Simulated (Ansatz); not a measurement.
## ZrN: the change of pressure with volume per atom

Results calculated with Ansatz 0.2.0, not measured. Periodic Kohn-Sham DFT of a crystal at fixed atoms; pressure and stress are positive in compression; the energy is the free energy less that of spherical unpolarised free atoms; site moments are those in the method's own spheres, positive along +z.

Cell of the first row (space group Fm-3m, No. 225):
```
cell vectors (Å)
   0.0000     2.2376     2.2376
   2.2376     0.0000     2.2376
   2.2376     2.2376     0.0000
atoms (fractions of the cell vectors)
Zr  0.00000  0.00000  0.00000
N   0.50000  0.50000  0.50000
```

Settings of every row: method frozen-core PAW; functional PBEsol; relativity scalar; k mesh 9x9x9; filling fermi-dirac; smearing width 0.01 eV; wave cutoff 420 eV; paw set soft_2.

Atom start moment: 0 on all atoms.

Limits: PAW files made with PBE.

| row | volume per atom (Å³) | pressure (GPa) |
| --- | --- | --- |
| 1 | 11.203 | 15.367 |
| 2 | 11.209 | 15.189 |
| 3 | 11.442 | 8.643 |
| 4 | 11.561 | 5.544 |
| 5 | 11.68 | 2.607 |
| 6 | 11.918 | -2.819 |
| 7 | 12.038 | -5.322 |
| 8 | 12.157 | -7.695 |
| 9 | 12.276 | ? |
| 10 | 12.395 | -12.072 |
| 11 | 12.634 | -16.003 |

Question: what pressure should row 9 give?

Worked fit of pressure. Take u = (V_r/V)^(2/3) − 1 with V_r = 11.799 Å³ an atom, which is twice the finite (Eulerian) strain; such expansions in the strain, on which the Birch-Murnaghan equation of state is built, carry the rest volume and the bulk modulus. The shown rows have u = 0.03516, 0.03479, 0.02069, 0.01368, 0.00678, -0.00667, -0.01328, -0.01973, -0.03232, -0.04456. Least squares give pressure = −0.1687 + 403.524 × u + 1086.12 × u² GPa; a straight line predicts inner rows, each left out in turn, worse (root mean square 0.66 against 0.012 GPa). The rows lie off it by 0.005, 0.005, -0.002, -0.011, -0.010, -0.007, 0.014, 0.012, 0.004, -0.010 (root mean square 0.0088 GPa). The pressure vanishes at u = 0.0004, or V = 11.79 Å³ an atom, and there the bulk modulus at fixed shape and fractions is B = −V dP/dV = (2/3)(1 + u) dP/du = 270 GPa. The withheld row has u = -0.02607, so the fit gives −0.1687 + 403.524 × (-0.02607) + 1086.12 × (-0.02607)² = -9.950 GPa.

The calculation gave -9.944 GPa. The fit lies 0.006 GPa (0.019 % of the column's range) below it; its largest miss of a shown row is 0.014 GPa.
